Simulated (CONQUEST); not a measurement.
# ZrC (P1) in CONQUEST: convergence with smearing width

Aim: find how far smearing width must go before the results for ZrC settle, at PBEsol. This setting moves, with any that are tied to it; all else stays.

All numbers are computed with CONQUEST 1.3; they aren't measurements. Logs are shortened: lines on timing, memory, paths and dates and some standing lists are left out, and cuts for length are marked.

## 1. The cell of the first run

The typed cell holds 4 atoms: a = 3.345 Å, b = 3.345 Å, c = 4.730 Å, α = 90.00°, β = 90.00°, γ = 90.00°.

The cell isn't the ideal one: atoms moved at random.

## 2. With smearing width 0.4 eV

Conquest_input reads:

```
IO.Title ZrC
IO.Coordinates coords.dat
IO.FractionalAtomicCoords T
IO.Iprint 2
IO.Iprint_init 1
General.NumberOfSpecies 2
General.PseudopotentialType hamann
AtomMove.TypeOfRun static
AtomMove.FullStress T
Grid.GridCutoff 120
DM.SolutionMethod diagon
Diag.MPMesh T
Diag.GammaCentred T
Diag.MPMeshX 8
Diag.MPMeshY 8
Diag.MPMeshZ 6
Diag.kT 0.01469973
minE.SCTolerance 1e-6
Diag.SmearingType 1
Diag.MPOrder 1
SC.MaxIters 100
IO.AtomChargeOutput T
%block ChemicalSpeciesLabel
1 91.220 Zr
2 12.010 C
%endblock
```

coords.dat reads:

```
    6.3204064840     0.0000000000     0.0000000000
    0.0000000000     6.3204064840     0.0000000000
    0.0000000000     0.0000000000     8.9384045695
4
  0.4997750000   0.5110980000   0.0197460000 1 T T T
  0.9997750000   0.0110980000   0.5197460000 1 T T T
  0.4538250000   0.5130490000   0.5261420000 2 T T T
  0.9538250000   0.0130490000   0.0261420000 2 T T T
```

Potentials or basis: PseudoDojo NC PBEsol, SZP, grid cutoff 120 Ha.

On the command line:

```
$ OMP_NUM_THREADS=1 Conquest
```

Run time: 44 s. Hardware: 1 thread of AMD EPYC 9B45 (Zen 5), shared host; peak memory 0.51 GiB.

Results:

```
Free energy            : -3082.6066 eV
Pressure               : -3.5 GPa
Largest force          : 1.130 eV/Å
Band gap on the k mesh : none (metal or under the smearing width)
Mulliken charges       : Zr +0.74; C -0.74 e
```

## 3. With smearing width 0.3 eV

Conquest_input: that of step 2 with these lines changed.

```diff
@@ -16,3 +16,3 @@
 Diag.MPMeshZ 6
-Diag.kT 0.01469973
+Diag.kT 0.01102480
 minE.SCTolerance 1e-6
```

coords.dat is that of step 2.

Potentials or basis: PseudoDojo NC PBEsol, SZP, grid cutoff 120 Ha.

On the command line:

```
$ OMP_NUM_THREADS=1 Conquest
```

Run time: 44 s. Hardware: 1 thread of AMD EPYC 9B45 (Zen 5), shared host; peak memory 0.51 GiB.

It converged, with:

* Free energy: -3082.6091 eV
* Pressure: -3.5 GPa
* Largest force: 1.126 eV/Å
* Band gap on the k mesh: none (metal or under the smearing width)
* Mulliken charges: Zr +0.74; C -0.74 e

## 4. With smearing width 0.2 eV

Conquest_input: that of step 3 with these lines changed.

```diff
@@ -16,3 +16,3 @@
 Diag.MPMeshZ 6
-Diag.kT 0.01102480
+Diag.kT 0.00734986
 minE.SCTolerance 1e-6
```

coords.dat is that of step 3.

On the command line:

```
$ OMP_NUM_THREADS=1 Conquest
```

Wall time 44 s (1 thread of AMD EPYC 9B45 (Zen 5), shared host); peak memory 0.51 GiB.

The run converged. Its results:

```
Free energy            : -3082.6104 eV
Pressure               : -3.5 GPa
Largest force          : 1.123 eV/Å
Band gap on the k mesh : none (metal or under the smearing width)
Mulliken charges       : Zr +0.74; C -0.74 e
```

## 5. With smearing width 0.1 eV

Conquest_input: that of step 4 with these lines changed.

```diff
@@ -16,3 +16,3 @@
 Diag.MPMeshZ 6
-Diag.kT 0.00734986
+Diag.kT 0.00367493
 minE.SCTolerance 1e-6
```

coords.dat is that of step 4.

On the command line:

```
$ OMP_NUM_THREADS=1 Conquest
```

Run time: 44 s. Hardware: 1 thread of AMD EPYC 9B45 (Zen 5), shared host; peak memory 0.51 GiB.

The run converged. Its results:

- Free energy: -3082.6108 eV
- Pressure: -3.5 GPa
- Largest force: 1.121 eV/Å
- Band gap on the k mesh: none (metal or under the smearing width)
- Mulliken charges: Zr +0.74; C -0.74 e

## 6. With smearing width 0.05 eV

Conquest_input: that of step 5 with these lines changed.

```diff
@@ -16,3 +16,3 @@
 Diag.MPMeshZ 6
-Diag.kT 0.00367493
+Diag.kT 0.00183747
 minE.SCTolerance 1e-6
```

coords.dat is that of step 5.

Potentials or basis: PseudoDojo NC PBEsol, SZP, grid cutoff 120 Ha.

On the command line:

```
$ OMP_NUM_THREADS=1 Conquest
```

Wall time 45 s (1 thread of AMD EPYC 9B45 (Zen 5), shared host); peak memory 0.51 GiB.

The run converged. Its results:

| Quantity | Value |
| --- | --- |
| Free energy | -3082.6108 eV |
| Pressure | -3.5 GPa |
| Largest force | 1.114 eV/Å |
| Band gap on the k mesh | none (metal or under the smearing width) |
| Mulliken charges | Zr +0.74; C -0.74 e |

## 7. With smearing width 0.025 eV

Conquest_input: that of step 6 with these lines changed.

```diff
@@ -16,3 +16,3 @@
 Diag.MPMeshZ 6
-Diag.kT 0.00183747
+Diag.kT 0.00091873
 minE.SCTolerance 1e-6
```

coords.dat is that of step 6.

On the command line:

```
$ OMP_NUM_THREADS=1 Conquest
```

Run time: 47 s. Hardware: 1 thread of AMD EPYC 9B45 (Zen 5), shared host; peak memory 0.51 GiB.

It converged, with:

| Property | Result |
| --- | --- |
| Free energy | -3082.6109 eV |
| Pressure | -3.5 GPa |
| Largest force | 1.107 eV/Å |
| Band gap on the k mesh | none (metal or under the smearing width) |
| Mulliken charges | Zr +0.74; C -0.74 e |

## 8. With smearing width 0.01 eV

Conquest_input: that of step 7 with these lines changed.

```diff
@@ -16,3 +16,3 @@
 Diag.MPMeshZ 6
-Diag.kT 0.00091873
+Diag.kT 0.00036749
 minE.SCTolerance 1e-6
```

coords.dat is that of step 7.

On the command line:

```
$ OMP_NUM_THREADS=1 Conquest
```

It took 51 s on 1 thread of AMD EPYC 9B45 (Zen 5), shared host; peak memory 0.51 GiB.

The run converged. Its results:

| Quantity | Value |
| --- | --- |
| Free energy | -3082.6109 eV |
| Pressure | -3.5 GPa |
| Largest force | 1.107 eV/Å |
| Band gap on the k mesh | none (metal or under the smearing width) |
| Mulliken charges | Zr +0.74; C -0.74 e |

## 9. With smearing width 0.005 eV

Conquest_input: that of step 8 with these lines changed.

```diff
@@ -16,3 +16,3 @@
 Diag.MPMeshZ 6
-Diag.kT 0.00036749
+Diag.kT 0.00018375
 minE.SCTolerance 1e-6
```

coords.dat is that of step 8.

Potentials or basis: PseudoDojo NC PBEsol, SZP, grid cutoff 120 Ha.

On the command line:

```
$ OMP_NUM_THREADS=1 Conquest
```

What it wrote:

```text
Simulation cell dimensions:     6.3204 a0 x     6.3204 a0 x     8.9384 a0

      Atomic coordinates (a0)
         Atom         X         Y         Z  Species
            1    3.1588    3.2303    0.1765        1
            2    6.3190    0.0701    4.6457        1
            3    2.8684    3.2427    4.7029        2
            4    6.0286    0.0825    0.2337        2

         Monkhorst-Pack mesh:   8 x   8 x   6 gamma-centred
        This calculation includes non-local pseudopotentials,
         with a maximum core radius of      8.21534024

    Job title: ZrC
    Job to be run: static calculation

    Ground state search:
      Support functions represented with PAO basis
      1:1 PAO to SF mapping
      Non-spin-polarised electrons
      Solving for the K matrix using diagonalisation
      Using order  1 Methfessel-Paxton smearing

    Integration grid size:     32 x   32 x   48

    Integration grid spacing:  0.198 a0 x 0.198 a0 x 0.186 a0

    Number of species:  2
    --------------------------------------------------------
    |   #  mass (au)  Charge (e)  SF Rad (a0)  NSF  Label  |
    --------------------------------------------------------
    |   1     91.220      12.000        8.493   13  Zr     |
    |   2     12.010       4.000        6.518    9  C      |
    --------------------------------------------------------
          SCF tolerance:                 0.00000100
          SCF iterations:               100

    LibXC version:  6. 2. 2
    Using the GGA functional Perdew, Burke & Ernzerhof SOL
    Using the GGA functional Perdew, Burke & Ernzerhof SOL

           radial cut-off to be used is taken to be max PAO cut-off radius for this species:    8.215340

           greatest ang. mom. for making density from PAOs:  2

           radial cut-off to be used is taken to be max PAO cut-off radius for this species:    6.247137

           greatest ang. mom. for making density from PAOs:  2
    Minimum blocs/proc is      768. Maximum blocs/proc is      768
    set_atom_dens: In set_atomic_density, electrons :      32.000000000000
 matrix_size & matrix_size_padH =           44          44

    Screened ion int: energy:     -80.482127037288 Ha

    new_SC_potl: Starting.  Tolerance:  0.10000E-05

    PulayMixSC: Starting Pulay mixing, A_up =  0.500 A_dn =  0.500
    PulayMixSC: Spin non-polarised calculation.
          Harris-Foulkes Energy            :      -113.415504487343270 Ha
          GroundState Energy (kT --> 0)    :      -113.415504468963775 Ha
          Free Energy (E-TS)               :      -113.415504459774041 Ha
          DFT Total Energy                 :      -112.943919600481010 Ha
          Total number of electrons        :        31.999999999999790
    PulayMixSC: Pulay iteration     1 residual:              0.84559E-02
          Harris-Foulkes Energy            :      -113.373189300918597 Ha
          GroundState Energy (kT --> 0)    :      -113.373189405068260 Ha
          Free Energy (E-TS)               :      -113.373189457143098 Ha
          DFT Total Energy                 :      -113.054010428935072 Ha
          Total number of electrons        :        32.000002535012769
    PulayMixSC: Pulay iteration     2 residual:              0.73725E-02
          Harris-Foulkes Energy            :      -113.284287796641848 Ha
          GroundState Energy (kT --> 0)    :      -113.284287732681491 Ha
          Free Energy (E-TS)               :      -113.284287700701327 Ha
          DFT Total Energy                 :      -113.283649692311798 Ha
          Total number of electrons        :        32.000008333375952
    PulayMixSC: Pulay iteration     3 residual:              0.83365E-03
          Harris-Foulkes Energy            :      -113.283893906328188 Ha
          GroundState Energy (kT --> 0)    :      -113.283893841117603 Ha
          Free Energy (E-TS)               :      -113.283893808512317 Ha
          DFT Total Energy                 :      -113.283798559535555 Ha
          Total number of electrons        :        32.000015513298216
    PulayMixSC: Pulay iteration     4 residual:              0.14080E-03
          Harris-Foulkes Energy            :      -113.283864122251487 Ha
          GroundState Energy (kT --> 0)    :      -113.283864066658396 Ha
          Free Energy (E-TS)               :      -113.283864038861850 Ha
          DFT Total Energy                 :      -113.283859048812474 Ha
          Total number of electrons        :        32.000016192854645
    PulayMixSC: Pulay iteration     5 residual:              0.37517E-04
          Harris-Foulkes Energy            :      -113.283860506382950 Ha
          GroundState Energy (kT --> 0)    :      -113.283860450897890 Ha
          Free Energy (E-TS)               :      -113.283860423155375 Ha
          DFT Total Energy                 :      -113.283860474634508 Ha
          Total number of electrons        :        32.000014225573231
    PulayMixSC: Pulay iteration     6 residual:              0.26595E-05
          Harris-Foulkes Energy            :      -113.283861028738826 Ha
          GroundState Energy (kT --> 0)    :      -113.283860973062005 Ha
          Free Energy (E-TS)               :      -113.283860945223594 Ha
          DFT Total Energy                 :      -113.283861027422475 Ha
          Total number of electrons        :        32.000014416255802
    PulayMixSC: Pulay iteration     7 residual:              0.72052E-06
    PulayMixSC: Reached SCF tolerance of  0.72052E-06 after      7 iterations
      | Number of electrons      =        32.000014
      |* band energy as 2Tr[K.H] =       -30.383310130583524 Ha
      |  screened ion-ion energy =       -80.482127037288180 Ha
      |  Ha correction           =         0.491384107014025 Ha
      |  XC correction           =        -2.909815623081363 Ha
      | GS Energy with kT -> 0   =      -113.283860973062005 Ha
      | Free Energy as E-TS      =      -113.283860945223594 Ha
      |* Harris-Foulkes energy   =      -113.283861028738826 Ha
      |* DFT total energy        =      -113.283861027422475 Ha
      |  estimated accuracy      =        -0.000000001316351 Ha

    force: Forces on atoms (Ha/a0)
    force:  Atom   X              Y              Z
    force:     1  -0.0212492020   0.0009214225   0.0033852028
    force:     2  -0.0212492020   0.0009214225   0.0033852028
    force:     3   0.0211386371  -0.0009349025  -0.0036173722
    force:     4   0.0211386371  -0.0009349025  -0.0036173722

    force: Maximum force :        0.02124920(Ha/a0) on atom         2 in x direction
    force: Force Residual:        0.02150161 Ha/a0
    force: Total stress:          3.58807463     0.30798561    -0.40310909 GPa
                             0.30798561     1.39116478     0.04297424
                            -0.40310909     0.04297424     5.64566552
    force: Average pressure:     -3.54163498 GPa

    force: Finished force
    get_E_and_F: Change in energy during last step of electronic optimisation: -0.52236E-06

    BIBLIOGRAPHY: Please consider citing the following references in the conquest.bib file

    CONQUEST:         Bowler2002pt, Miyazaki2004, Nakata2020
    Basis:            Bowler2019
    DM:               Bowler:2006xr
    Pseudopotentials: Hamann2013, Bowler2019
    XC references from LibXC:
```

Run time: 58 s. Hardware: 1 thread of AMD EPYC 9B45 (Zen 5), shared host; peak memory 0.51 GiB.

What came out:

- Free energy: -3082.6109 eV
- Pressure: -3.5 GPa
- Largest force: 1.107 eV/Å
- Band gap on the k mesh: none (metal or under the smearing width)
- Mulliken charges: Zr +0.74; C -0.74 e

## 10. Result

| smearing width | energy less the tightest run (meV/atom) | largest force (eV/Å) | SCF cycles | CPU time (s) | peak memory (GiB) |
| --- | --- | --- | --- | --- | --- |
| 0.4 eV | 1.07 | 1.130 | 7 | 44 | 0.51 |
| 0.3 eV | 0.45 | 1.126 | 7 | 44 | 0.51 |
| 0.2 eV | 0.12 | 1.123 | 7 | 44 | 0.51 |
| 0.1 eV | 0.01 | 1.121 | 7 | 44 | 0.51 |
| 0.05 eV | 0.02 | 1.114 | 7 | 45 | 0.51 |
| 0.025 eV | 0.01 | 1.107 | 7 | 47 | 0.51 |
| 0.01 eV | 0.00 | 1.107 | 7 | 51 | 0.51 |
| 0.005 eV | 0.00 | 1.107 | 7 | 58 | 0.51 |

Against the tightest run, the energy stays within 1 meV/atom from 0.3 eV on; the largest force stays within 0.005 eV/Å from 0.025 eV on. Narrower smearing needs a denser k mesh, so at a fixed mesh the narrowest width isn't the most accurate. The tightest run that finished is the yardstick and may itself not be fully converged.

Caveats: the atomic basis is small; the basis of atomic orbitals isn't converged, which shifts pressures, moduli and gaps.
